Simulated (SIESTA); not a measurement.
# KTaO3 (Pm-3m) in SIESTA: further runs, part 2 of 2

SIESTA 5.4.2. The steps go on from the part before.

**3. Single point, LDA, 11.93 Å³/atom**

File KTaO3.fdf:

```
SystemName                      KTaO3
SystemLabel                     KTaO3
NumberOfSpecies                 3
NumberOfAtoms                   5
%block ChemicalSpeciesLabel
  1  73 Ta
  2  19 K
  3   8 O
%endblock ChemicalSpeciesLabel

LatticeConstant                 1.0 Ang
%block LatticeVectors
     3.9068832774     0.0000000000     0.0000000000
     0.0000000000     3.9068832774     0.0000000000
     0.0000000000     0.0000000000     3.9068832774
%endblock LatticeVectors
AtomicCoordinatesFormat         Fractional
%block AtomicCoordinatesAndAtomicSpecies
     0.0000000000     0.0000000000     0.0000000000  1  Ta
     0.5000000000     0.5000000000     0.5000000000  2  K
     0.0000000000     0.0000000000     0.5000000000  3  O
     0.0000000000     0.5000000000     0.0000000000  3  O
     0.5000000000     0.0000000000     0.0000000000  3  O
%endblock AtomicCoordinatesAndAtomicSpecies

%block kgrid.MonkhorstPack
    5   0   0  0.0
    0   5   0  0.0
    0   0   5  0.0
%endblock kgrid.MonkhorstPack
XC.Functional                   LDA
XC.Authors                      PW92
PAO.BasisSize                   DZP
PAO.EnergyShift                 0.003 Ry
Mesh.Cutoff                     800 Ry
OccupationFunction              FD
ElectronicTemperature           0.05 eV
MaxSCFIterations                120
SCF.MustConverge                false
SCF.Mixer.Method                Pulay
SCF.Mixer.Weight                0.25
SCF.Mixer.History               8
SCF.DM.Tolerance                5.0e-05
SCF.H.Tolerance                 1.0e-03 eV
WriteForces                     true
Charge.Mulliken                 end
%block PAO.Basis
  Ta 5
  n=5 0 2
    3.138 0.000
  n=6 0 2
    7.656 0.000
  n=5 1 2
    3.782 0.000
  n=6 1 1
    7.656
  n=5 2 2
    7.124 0.000
  K 5
  n=3 0 2
    3.905 0.000
  n=4 0 2
    9.500 0.000
  n=3 1 2
    4.631 0.000
  n=4 1 1
    9.500
  n=3 2 1
    7.000
%endblock PAO.Basis
```

Potentials or basis: PseudoDojo 0.4 standard (LDA files), DZP (energy shift 0.003 Ry; two zetas on semicore shells; d shell added on K).

Started as:

```
$ siesta < KTaO3.fdf > KTaO3.out 2>&1
```

It took 2 min on 1 thread of Arm Neoverse V1, shared host; peak memory 0.51 GiB.

Results (log left out):

```yaml
Free_energy: -3940.8217 eV
Pressure: 10.1 GPa
Band_gap_on_the_k_mesh: 2.06 eV, indirect (least direct gap 2.47 eV)
```

Caveat: short orbitals over semicore shells can move pressures by several GPa; spin-orbit coupling is left out, which moves the levels of the heavy elements; an odd mesh through Γ misses points on the zone boundary, where band edges often lie; the basis of atomic orbitals isn't converged, which shifts pressures, moduli and gaps.

**4. Single point, LDA, 12.18 Å³/atom**

Changes to KTaO3.fdf since step 3:

```diff
@@ -12,5 +12,5 @@
 %block LatticeVectors
-     3.9068832774     0.0000000000     0.0000000000
-     0.0000000000     3.9068832774     0.0000000000
-     0.0000000000     0.0000000000     3.9068832774
+     3.9343974464     0.0000000000     0.0000000000
+     0.0000000000     3.9343974464     0.0000000000
+     0.0000000000     0.0000000000     3.9343974464
 %endblock LatticeVectors
```

Started as:

```
$ siesta KTaO3.fdf > KTaO3.out 2>&1
```

Wall time 1.9 min (1 thread of Arm Neoverse V1, shared host); peak memory 0.5 GiB.

The run converged. Its results:

| Item | Value |
| --- | --- |
| Free energy | -3940.8812 eV |
| Pressure | 5.0 GPa |
| Band gap on the k mesh | 2.02 eV, indirect (least direct gap 2.45 eV) |

Caveat: short orbitals over semicore shells can move pressures by several GPa; spin-orbit coupling is left out, which moves the levels of the heavy elements; an odd mesh through Γ misses points on the zone boundary, where band edges often lie; the basis of atomic orbitals isn't converged, which shifts pressures, moduli and gaps.

**5. Single point, LDA, 12.43 Å³/atom**

Changes to KTaO3.fdf since step 4:

```diff
@@ -12,5 +12,5 @@
 %block LatticeVectors
-     3.9343974464     0.0000000000     0.0000000000
-     0.0000000000     3.9343974464     0.0000000000
-     0.0000000000     0.0000000000     3.9343974464
+     3.9615320794     0.0000000000     0.0000000000
+     0.0000000000     3.9615320794     0.0000000000
+     0.0000000000     0.0000000000     3.9615320794
 %endblock LatticeVectors
```

Started as:

```
$ siesta KTaO3.fdf > KTaO3.out 2>&1
```

Wall time 1.9 min (1 thread of Arm Neoverse V1, shared host); peak memory 0.49 GiB.

The run converged. Its results:

```yaml
Free_energy: -3940.9023 eV
Pressure: 0.4 GPa
Band_gap_on_the_k_mesh: 1.98 eV, indirect (least direct gap 2.44 eV)
```

Caveat: short orbitals over semicore shells can move pressures by several GPa; spin-orbit coupling is left out, which moves the levels of the heavy elements; an odd mesh through Γ misses points on the zone boundary, where band edges often lie; the basis of atomic orbitals isn't converged, which shifts pressures, moduli and gaps.

**6. Single point, LDA, 12.69 Å³/atom**

Changes to KTaO3.fdf since step 5:

```diff
@@ -12,5 +12,5 @@
 %block LatticeVectors
-     3.9615320794     0.0000000000     0.0000000000
-     0.0000000000     3.9615320794     0.0000000000
-     0.0000000000     0.0000000000     3.9615320794
+     3.9883000000     0.0000000000     0.0000000000
+     0.0000000000     3.9883000000     0.0000000000
+     0.0000000000     0.0000000000     3.9883000000
 %endblock LatticeVectors
```

Potentials or basis: PseudoDojo 0.4 standard (LDA files), DZP (energy shift 0.003 Ry; two zetas on semicore shells; d shell added on K).

Started as:

```
$ siesta < KTaO3.fdf > KTaO3.out 2>&1
```

Run time: 1.9 min. Hardware: 1 thread of Arm Neoverse V1, shared host; peak memory 0.49 GiB.

The run converged. Its results:

```yaml
Free_energy: -3940.8883 eV
Pressure: -3.8 GPa
Band_gap_on_the_k_mesh: 1.94 eV, indirect (least direct gap 2.41 eV)
```

Caveat: short orbitals over semicore shells can move pressures by several GPa; spin-orbit coupling is left out, which moves the levels of the heavy elements; an odd mesh through Γ misses points on the zone boundary, where band edges often lie; the basis of atomic orbitals isn't converged, which shifts pressures, moduli and gaps.

**7. Single point, LDA, 12.94 Å³/atom**

Changes to KTaO3.fdf since step 6:

```diff
@@ -12,5 +12,5 @@
 %block LatticeVectors
-     3.9883000000     0.0000000000     0.0000000000
-     0.0000000000     3.9883000000     0.0000000000
-     0.0000000000     0.0000000000     3.9883000000
+     4.0147133525     0.0000000000     0.0000000000
+     0.0000000000     4.0147133525     0.0000000000
+     0.0000000000     0.0000000000     4.0147133525
 %endblock LatticeVectors
```

Started as:

```
$ siesta KTaO3.fdf > KTaO3.out 2>&1
```

Wall time 1.9 min (1 thread of Arm Neoverse V1, shared host); peak memory 0.48 GiB.

The run converged. Its results:

```
Free energy            : -3940.8434 eV
Pressure               : -7.5 GPa
Band gap on the k mesh : 1.90 eV, indirect (least direct gap 2.39 eV)
```

Caveat: short orbitals over semicore shells can move pressures by several GPa; spin-orbit coupling is left out, which moves the levels of the heavy elements; an odd mesh through Γ misses points on the zone boundary, where band edges often lie; the basis of atomic orbitals isn't converged, which shifts pressures, moduli and gaps.

**8. Single point, LDA, 13.20 Å³/atom**

Changes to KTaO3.fdf since step 7:

```diff
@@ -12,5 +12,5 @@
 %block LatticeVectors
-     4.0147133525     0.0000000000     0.0000000000
-     0.0000000000     4.0147133525     0.0000000000
-     0.0000000000     0.0000000000     4.0147133525
+     4.0407836503     0.0000000000     0.0000000000
+     0.0000000000     4.0407836503     0.0000000000
+     0.0000000000     0.0000000000     4.0407836503
 %endblock LatticeVectors
```

Started as:

```
$ siesta < KTaO3.fdf > KTaO3.out 2>&1
```

Wall time 1.8 min (1 thread of Arm Neoverse V1, shared host); peak memory 0.47 GiB.

Results (log left out):

* Free energy: -3940.7705 eV
* Pressure: -10.8 GPa
* Band gap on the k mesh: 1.86 eV, indirect (least direct gap 2.37 eV)

Caveat: short orbitals over semicore shells can move pressures by several GPa; spin-orbit coupling is left out, which moves the levels of the heavy elements; an odd mesh through Γ misses points on the zone boundary, where band edges often lie; the basis of atomic orbitals isn't converged, which shifts pressures, moduli and gaps.

**9. Single point, LDA, 13.45 Å³/atom**

Changes to KTaO3.fdf since step 8:

```diff
@@ -12,5 +12,5 @@
 %block LatticeVectors
-     4.0407836503     0.0000000000     0.0000000000
-     0.0000000000     4.0407836503     0.0000000000
-     0.0000000000     0.0000000000     4.0407836503
+     4.0665218197     0.0000000000     0.0000000000
+     0.0000000000     4.0665218197     0.0000000000
+     0.0000000000     0.0000000000     4.0665218197
 %endblock LatticeVectors
```

Potentials or basis: PseudoDojo 0.4 standard (LDA files), DZP (energy shift 0.003 Ry; two zetas on semicore shells; d shell added on K).

Started as:

```
$ siesta KTaO3.fdf > KTaO3.out 2>&1
```

Run time: 1.8 min. Hardware: 1 thread of Arm Neoverse V1, shared host; peak memory 0.47 GiB.

Results (log left out):

| Property | Result |
| --- | --- |
| Free energy | -3940.6728 eV |
| Pressure | -13.8 GPa |
| Band gap on the k mesh | 1.83 eV, indirect (least direct gap 2.34 eV) |

Caveat: short orbitals over semicore shells can move pressures by several GPa; spin-orbit coupling is left out, which moves the levels of the heavy elements; an odd mesh through Γ misses points on the zone boundary, where band edges often lie; the basis of atomic orbitals isn't converged, which shifts pressures, moduli and gaps.

**10. Equation of state, LDA**

Potentials or basis: PseudoDojo 0.4 standard (LDA files), DZP (energy shift 0.003 Ry; two zetas on semicore shells; d shell added on K).

No new run: the results of the series are fitted here.

What came out:

* Equilibrium volume: 12.46 Å³/atom
* Bulk modulus: 213 GPa
* Pressure derivative of the bulk modulus: 4.4

Energy against volume, from the lowest point:
| volume (Å³/atom) | energy (meV/atom) |
| --- | --- |
| 11.927 | 16.11 |
| 12.180 | 4.22 |
| 12.434 | 0.00 |
| 12.688 | 2.81 |
| 12.942 | 11.77 |
| 13.196 | 26.36 |
| 13.449 | 45.89 |

Caveat: short orbitals over semicore shells can move pressures by several GPa; the basis of atomic orbitals isn't converged, which shifts pressures, moduli and gaps.
